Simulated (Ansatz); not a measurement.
**Structures of HfO₂: which is lowest?**

Plane-wave DFT in Ansatz with scalar-relativistic PAW potentials, cutoff 500 eV, Γ-centred meshes chosen by cell and gap, Gaussian smearing with energies taken to zero width. Every cell was relaxed (cell and atoms) in a run of its own, within the symmetry of its start. Functional: r2SCAN.

Relaxed structures (starts from databases or built by putting these elements on another compound's sites):
A. Fm-3m, 3 atoms in the computed cell, a = 5.058 Å; sites (symmetry × multiplicity) Hf m-3m × 4, O -43m × 8; start: database
B. Pca2_1, 12 atoms in the computed cell, a = 5.247 Å, b = 5.031 Å, c = 5.059 Å; sites (symmetry × multiplicity) Hf 1 × 4, O 1 × 4 + 1 × 4; start: database
C. Pnma, 12 atoms in the computed cell, a = 5.541 Å, b = 3.317 Å, c = 6.468 Å; sites (symmetry × multiplicity) Hf .m. × 4, O .m. × 4 + .m. × 4; start: database
D. I4/m, 12 atoms in the computed cell, a = 9.250 Å, c = 3.988 Å; sites (symmetry × multiplicity) Hf m.. × 8, O m.. × 8 + m.. × 8; start: built
E. P4_2/mnm, 6 atoms in the computed cell, a = 4.838 Å, c = 3.220 Å; sites (symmetry × multiplicity) Hf m.mm × 2, O m.2m × 4; start: database
F. I4_1/amd, 6 atoms in the computed cell, a = 3.992 Å, c = 10.551 Å; sites (symmetry × multiplicity) Hf -4m2 × 4, O 2mm. × 8; start: built
G. P4_2/nmc, 6 atoms in the computed cell, a = 3.577 Å, c = 5.203 Å; sites (symmetry × multiplicity) Hf -4m2 × 2, O 2mm. × 4; start: database

**Question.** Rank them by energy. Could pressure change the order?

**Answer.**
| structure | group | E − E(lowest) (meV/atom) | V (Å³/atom) | gap on mesh (eV) |
| --- | --- | --- | --- | --- |
| B | Pca2_1 | 0.0 | 11.13 | 4.96 |
| F | I4_1/amd | 13.0 | 14.01 | 5.03 |
| E | P4_2/mnm | 20.5 | 12.56 | 4.53 |
| G | P4_2/nmc | 27.4 | 11.09 | 5.26 |
| A | Fm-3m | 61 | 10.79 | 4.30 |
| C | Pnma | 95 | 9.91 | 3.98 |
| D | I4/m | 132 | 14.22 | 4.35 |

B is lowest, 13 meV/atom under F. C is denser by 1.22 Å³/atom, so pressure favours it: ΔE/ΔV, with ΔE in eV and 1 eV/Å³ = 160.2 GPa, gives about 12 GPa for equal enthalpy if both cells were rigid, a rough figure since the two compress differently. Other structures may lie lower than all of these, and vibrations aren't counted.

Spin-orbit coupling is left out, which matters for the bands of heavy elements.